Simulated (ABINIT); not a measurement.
# KTaO3 (Pm-3m) in ABINIT: reference runs

Aim: a first look at KTaO3 with PBE, on the cell as given and on a disturbed one.

Program: ABINIT 10.8.3 (patched build). These are calculated values, not measurements. Logs are shortened: lines on timing, memory, paths and dates and some standing lists are left out, and cuts for length are marked. The log counts tension as positive stress, the text compression.

## 1. The structure

The structure is cubic, space group Pm-3m (No. 221). Conventional cell: a = 3.988 Å, b = 3.988 Å, c = 3.988 Å, α = 90.00°, β = 90.00°, γ = 90.00°. Around Ta (site symmetry m-3m) lie 6 O at 1.99 Å. K (site symmetry m-3m) has 12 O at 2.82 Å as nearest neighbours. Around O (site symmetry 4/mmm) lie 2 Ta at 1.99 Å.

## 2. Single point, PBE

Contents of run.abi:

```
pp_dirpath "./"
pseudos "Ta.GGA_PBE-JTH.xml, K.GGA_PBE-JTH.xml, O.GGA_PBE-JTH.xml"

structure "poscar:POSCAR"
natom 5

ecut 23.0
pawecutdg 45.0
pawxcdev 0

kptopt 1
ngkpt 7 7 7
nshiftk 1
shiftk 0.0 0.0 0.0

ixc 11

nband 24
occopt 3
tsmear 0.00183747

nstep 100
tolvrs 1.0e-9

iomode 3
prtwf 0
prtden 0
prteig 0
prtebands 0
enunit 1
```

Contents of POSCAR:

```
KTaO3
1.0
    3.9883000000      0.0000000000      0.0000000000
    0.0000000000      3.9883000000      0.0000000000
    0.0000000000      0.0000000000      3.9883000000
Ta K O
1 1 3
Direct
    0.0000000000      0.0000000000      0.0000000000  Ta
    0.5000000000      0.5000000000      0.5000000000  K
    0.0000000000      0.0000000000      0.5000000000  O
    0.0000000000      0.5000000000      0.0000000000  O
    0.5000000000      0.0000000000      0.0000000000  O
```

Potentials or basis: JTH PAW PBE v2.0.

Started as:

```console
$ abinit run.abi > log 2>&1
```

run.abo:

```text
.Version 10.8.3 of ABINIT
 Symmetries : space group Pm -3 m (#221); Bravais cP (primitive cubic)
================================================================================
 Values of the parameters that define the memory need of the present run
     intxc =       0    ionmov =       0      iscf =      17    lmnmax =      18
     lnmax =       6     mgfft =      36  mpssoang =       3    mqgrid =    3001
     natom =       5  nloc_mem =       2    nspden =       1   nspinor =       1
    nsppol =       1      nsym =      48    n1xccc =       1    ntypat =       3
    occopt =       3   xclevel =       2
       mpw =        2278          nfft =       46656          nkpt =          20
 PAW method is used; the additional fine FFT grid is defined by:
   mgfftf=        48    nfftf =    110592
================================================================================
================================================================================

--------------------------------------------------------------------------------
------------- Echo of variables that govern the present computation ------------
--------------------------------------------------------------------------------
 -outvars: echo values of preprocessed input variables --------
            acell      1.0000000000E+00  1.0000000000E+00  1.0000000000E+00 Bohr
              amu      1.80947900E+02  3.90983000E+01  1.59994000E+01
             ecut      2.30000000E+01 Hartree
           enunit           1
              ixc          11
         kptrlatt        7    0    0      0    7    0      0    0    7
          kptrlen      5.27575630E+01
            natom           5
            nband          24
            ngfft          36      36      36
          ngfftdg          48      48      48
             nkpt          20
            nstep         100
             nsym          48
           ntypat           3
           occopt           3
        pawecutdg      4.50000000E+01 Hartree
         pawxcdev           0
           prtden           0
        prtebands           0
           prteig           0
            prtwf           0
            rprim      7.5367947080E+00  0.0000000000E+00  0.0000000000E+00
                       0.0000000000E+00  7.5367947080E+00  0.0000000000E+00
                       0.0000000000E+00  0.0000000000E+00  7.5367947080E+00
          spgroup         221
           tolvrs      1.00000000E-09
           tsmear      1.83747000E-03 Hartree
            typat      1  2  3  3  3
           useylm           1
           xangst      0.0000000000E+00  0.0000000000E+00  0.0000000000E+00
                       1.9941500000E+00  1.9941500000E+00  1.9941500000E+00
                       0.0000000000E+00  0.0000000000E+00  1.9941500000E+00
                       0.0000000000E+00  1.9941500000E+00  0.0000000000E+00
                       1.9941500000E+00  0.0000000000E+00  0.0000000000E+00
            xcart      0.0000000000E+00  0.0000000000E+00  0.0000000000E+00
                       3.7683973540E+00  3.7683973540E+00  3.7683973540E+00
                       0.0000000000E+00  0.0000000000E+00  3.7683973540E+00
                       0.0000000000E+00  3.7683973540E+00  0.0000000000E+00
                       3.7683973540E+00  0.0000000000E+00  0.0000000000E+00
             xred      0.0000000000E+00  0.0000000000E+00  0.0000000000E+00
                       5.0000000000E-01  5.0000000000E-01  5.0000000000E-01
                       0.0000000000E+00  0.0000000000E+00  5.0000000000E-01
                       0.0000000000E+00  5.0000000000E-01  0.0000000000E+00
                       5.0000000000E-01  0.0000000000E+00  0.0000000000E+00
            znucl       73.00000   19.00000    8.00000

================================================================================

 chkinp: Checking input parameters for consistency.

================================================================================
== DATASET  1 ==================================================================

--- !DatasetInfo
iteration_state: {dtset: 1, }
dimensions: {natom: 5, nkpt: 20, mband: 24, nsppol: 1, nspinor: 1, nspden: 1, mpw: 2278, }
cutoff_energies: {ecut:  23.0, pawecutdg:  45.0, }
electrons: {nelect:   4.00000000E+01, charge:   0.00000000E+00, occopt:   3.00000000E+00, tsmear:   1.83747000E-03, }
meta: {optdriver: 0, ionmov: 0, optcell: 0, iscf: 17, paral_kgb: 0, }
...

 Exchange-correlation functional for the present dataset will be:
  GGA: Perdew-Burke-Ernzerhof functional - ixc=11
  J.P.Perdew, K.Burke, M.Ernzerhof, PRL 77, 3865 (1996)

 Real(R)+Recip(G) space primitive vectors, cartesian coordinates (Bohr,Bohr^-1):
[... 115 lines left out ...]
force_length_stats: {min:   0.00000000E+00, max:   0.00000000E+00, mean:   0.00000000E+00, }
...

 Integrated electronic density in atomic spheres:
 ------------------------------------------------
 Atom  Sphere_radius  Integrated_density
    1        2.41973         10.69206743
    2        2.10866          7.19932056
    3        1.41465          4.60904251
    4        1.41465          4.60904251
    5        1.41465          4.60904251

================================================================================

 ----iterations are completed or convergence reached----

 Mean square residual over all n,k,spin=   90.525E-08; max=  12.519E-05
 reduced coordinates (array xred) for    5 atoms
       0.000000000000      0.000000000000      0.000000000000
       0.500000000000      0.500000000000      0.500000000000
       0.000000000000      0.000000000000      0.500000000000
       0.000000000000      0.500000000000      0.000000000000
       0.500000000000      0.000000000000      0.000000000000
 rms dE/dt=  0.0000E+00; max dE/dt=  0.0000E+00; dE/dt below (all hartree)
    1       0.000000000000      0.000000000000      0.000000000000
    2       0.000000000000      0.000000000000      0.000000000000
    3       0.000000000000      0.000000000000      0.000000000000
    4       0.000000000000      0.000000000000      0.000000000000
    5       0.000000000000      0.000000000000      0.000000000000

 cartesian coordinates (angstrom) at end:
    1      0.00000000000000     0.00000000000000     0.00000000000000
    2      1.99415000000000     1.99415000000000     1.99415000000000
    3      0.00000000000000     0.00000000000000     1.99415000000000
    4      0.00000000000000     1.99415000000000     0.00000000000000
    5      1.99415000000000     0.00000000000000     0.00000000000000

 cartesian forces (hartree/bohr) at end:
    1     -0.00000000000000    -0.00000000000000    -0.00000000000000
    2     -0.00000000000000    -0.00000000000000    -0.00000000000000
    3     -0.00000000000000    -0.00000000000000    -0.00000000000000
    4     -0.00000000000000    -0.00000000000000    -0.00000000000000
    5     -0.00000000000000    -0.00000000000000    -0.00000000000000
 frms,max,avg= 0.0000000E+00 0.0000000E+00   0.000E+00  0.000E+00  0.000E+00 h/b

 cartesian forces (eV/Angstrom) at end:
    1     -0.00000000000000    -0.00000000000000    -0.00000000000000
    2     -0.00000000000000    -0.00000000000000    -0.00000000000000
    3     -0.00000000000000    -0.00000000000000    -0.00000000000000
    4     -0.00000000000000    -0.00000000000000    -0.00000000000000
    5     -0.00000000000000    -0.00000000000000    -0.00000000000000
 frms,max,avg= 0.0000000E+00 0.0000000E+00   0.000E+00  0.000E+00  0.000E+00 e/A
 length scales=  1.000000000000  1.000000000000  1.000000000000 bohr
              =  0.529177210544  0.529177210544  0.529177210544 angstroms
 Fermi (or HOMO) energy (eV) =   3.25487   Average Vxc (eV)= -10.79538
 Eigenvalues (   eV  ) for nkpt=  20  k points:
 kpt#   1, nband= 24, wtk=  0.00292, kpt=  0.0000  0.0000  0.0000 (reduced coord)
 -65.48972  -31.95692  -31.95692  -31.95692  -25.15638  -15.38971  -14.69206  -14.69206
  -8.70657   -8.70657   -8.70657   -0.26282   -0.26282   -0.26282    1.09013    1.09013
   1.09013    1.53403    1.53403    1.53403    4.33276    4.33276    4.33276    8.78992
 prteigrs : prtvol=0 or 1, do not print more k-points.

--- !EnergyTerms
iteration_state     : {dtset: 1, }
comment             : Components of total free energy in Hartree
kinetic             :  3.70160524306285E+01
hartree             :  2.92924475807484E+01
xc                  : -2.10810670422356E+01
Ewald energy        : -1.03682236344862E+02
psp_core            :  9.66761439324286E+00
local_psp           : -7.88987483724565E+01
PAW spherical_terms : -8.50872918941112E+00
internal            : -1.36194666544346E+02
'-kT*entropy'       : -1.69330591718221E-12
total_energy        : -1.36194666544348E+02
total_energy_eV     : -3.70604567598083E+03
...

--- !EnergyTermsDC
iteration_state     : {dtset: 1, }
comment             : '"Double-counting" decomposition of free energy'
band_energy         : -1.90562338030933E+01
Ewald energy        : -1.03682236344862E+02
psp_core            :  9.66761439324286E+00
xc_dc               : -2.95739115272512E+01
PAW spherical_terms :  6.45009957577898E+00
internal            : -1.36194667706185E+02
'-kT*entropy'       : -1.69330591718221E-12
total_energy_dc     : -1.36194667706187E+02
total_energy_dc_eV  : -3.70604570759609E+03
...

--- !EnergyTermsWithPAWCore
iteration_state     : {dtset: 1, }
comment             : 'Components of total free energy, including PAW core contributions'
Total energy        : -1.64330812622413E+04
Total energy DC     : -1.64330812634031E+04
Total energy (eV)   : -4.47166921438440E+05
Total energy DC (eV): -4.47166921470055E+05
...

 Cartesian components of stress tensor (hartree/bohr^3)
  sigma(1 1)= -1.88177358E-04  sigma(3 2)=  0.00000000E+00
  sigma(2 2)= -1.88177358E-04  sigma(3 1)=  0.00000000E+00
  sigma(3 3)= -1.88177358E-04  sigma(2 1)=  0.00000000E+00

-Cartesian components of stress tensor (GPa)         [Pressure=  5.5364E+00 GPa]
- sigma(1 1)= -5.53636902E+00  sigma(3 2)=  0.00000000E+00
- sigma(2 2)= -5.53636902E+00  sigma(3 1)=  0.00000000E+00
- sigma(3 3)= -5.53636902E+00  sigma(2 1)=  0.00000000E+00

== END DATASET(S) ==============================================================
================================================================================

 -outvars: echo values of variables after computation  --------
            acell      1.0000000000E+00  1.0000000000E+00  1.0000000000E+00 Bohr
           etotal     -1.3619466771E+02
            fcart     -0.0000000000E+00 -0.0000000000E+00 -0.0000000000E+00
                      -0.0000000000E+00 -0.0000000000E+00 -0.0000000000E+00
                      -0.0000000000E+00 -0.0000000000E+00 -0.0000000000E+00
                      -0.0000000000E+00 -0.0000000000E+00 -0.0000000000E+00
                      -0.0000000000E+00 -0.0000000000E+00 -0.0000000000E+00
            rprim      7.5367947080E+00  0.0000000000E+00  0.0000000000E+00
                       0.0000000000E+00  7.5367947080E+00  0.0000000000E+00
                       0.0000000000E+00  0.0000000000E+00  7.5367947080E+00
           strten     -1.8817735816E-04 -1.8817735816E-04 -1.8817735816E-04
                       0.0000000000E+00  0.0000000000E+00  0.0000000000E+00
           xangst      0.0000000000E+00  0.0000000000E+00  0.0000000000E+00
                       1.9941500000E+00  1.9941500000E+00  1.9941500000E+00
                       0.0000000000E+00  0.0000000000E+00  1.9941500000E+00
                       0.0000000000E+00  1.9941500000E+00  0.0000000000E+00
                       1.9941500000E+00  0.0000000000E+00  0.0000000000E+00
             xred      0.0000000000E+00  0.0000000000E+00  0.0000000000E+00
                       5.0000000000E-01  5.0000000000E-01  5.0000000000E-01
                       0.0000000000E+00  0.0000000000E+00  5.0000000000E-01
                       0.0000000000E+00  5.0000000000E-01  0.0000000000E+00
                       5.0000000000E-01  0.0000000000E+00  0.0000000000E+00
 Calculation completed.
```

Wall time 64 s (1 thread of Arm Neoverse V1, shared host); peak memory 0.15 GiB.

Results:

```
Free energy            : -3706.0457 eV
Pressure               : 5.5 GPa
Band gap on the k mesh : 2.24 eV, indirect (least direct gap 2.80 eV)
```

Caveat: spin-orbit coupling is left out, which moves the levels of the heavy elements; an odd mesh through Γ misses points on the zone boundary, where band edges often lie; the atomic spheres overlap.

## 3. Single point, PBE

Contents of run.py:

```python
import json, os
import numpy as np
from ase.units import GPa
from ase.calculators.abinit import Abinit, AbinitProfile
from ase.io import read

atoms = read('KTaO3.cif')

profile = AbinitProfile(command='abinit', pp_paths=[os.path.abspath('pseudos')])
params = dict(
    pps='pawxml', xc='PBE',
    ecut=625.8619,
    pawecutdg=1224.5124,
    pawxcdev=0,
    kptopt=1,
    ngkpt=[7, 7, 7],
    nshiftk=1,
    shiftk=[0.0, 0.0, 0.0],
    ixc=11,
    nband=24,
    occopt=3,
    tsmear=0.05,
    nstep=100,
    tolvrs=1e-09,
    prtwf=0,
    prtden=0,
)

atoms.calc = Abinit(profile=profile, directory='run', **params)
energy = atoms.get_potential_energy()
forces = atoms.get_forces()
stress = atoms.get_stress()
print(f'energy {energy:.6f} eV')
print('forces (eV/A)')
print(np.round(forces, 5))
print('stress (GPa, Voigt, tension positive)', np.round(stress / GPa, 4))
json.dump(dict(energy=energy, forces=forces.tolist(), stress=stress.tolist(), cell=atoms.cell.tolist(), frac=atoms.get_scaled_positions(wrap=False).tolist()), open('results.json', 'w'))
```

Contents of KTaO3.cif:

```cif
data_KTaO3
_cell_length_a 3.98830000
_cell_length_b 3.98830000
_cell_length_c 3.98830000
_cell_angle_alpha 90.00000000
_cell_angle_beta 90.00000000
_cell_angle_gamma 90.00000000
_space_group_name_H-M_alt 'P1'
_space_group_name_Hall 'P 1'
_space_group_IT_number 1
loop_
_space_group_symop_operation_xyz
'x,y,z'
loop_
_atom_site_label
_atom_site_type_symbol
_atom_site_symmetry_multiplicity
_atom_site_Wyckoff_symbol
_atom_site_fract_x
_atom_site_fract_y
_atom_site_fract_z
_atom_site_occupancy
Ta1 Ta 1 a 0.0000000000 0.0000000000 0.0000000000 1
K1 K 1 a 0.5000000000 0.5000000000 0.5000000000 1
O1 O 1 a 0.0000000000 0.0000000000 0.5000000000 1
O2 O 1 a 0.0000000000 0.5000000000 0.0000000000 1
O3 O 1 a 0.5000000000 0.0000000000 0.0000000000 1
```

Potentials or basis: JTH PAW PBE v2.0.

Started as:

```console
$ python run.py
```

Wall time 65 s (1 thread of Arm Neoverse V1, shared host); peak memory 0.15 GiB.

It converged, with:

```
Free energy            : -3706.0457 eV
Pressure               : 5.5 GPa
Band gap on the k mesh : 2.24 eV, indirect (least direct gap 2.80 eV)
```

Levels at points of the mesh, in eV from the valence-band top:
```tsv
k point	band 18	band 19	band 20	band 21	band 22	band 23
(0.00, 0.00, 0.00)	-0.56	-0.56	-0.56	2.24	2.24	2.24
```

Caveat: spin-orbit coupling is left out, which moves the levels of the heavy elements; an odd mesh through Γ misses points on the zone boundary, where band edges often lie; the atomic spheres overlap.

(Part 1 of 3 ends here.)
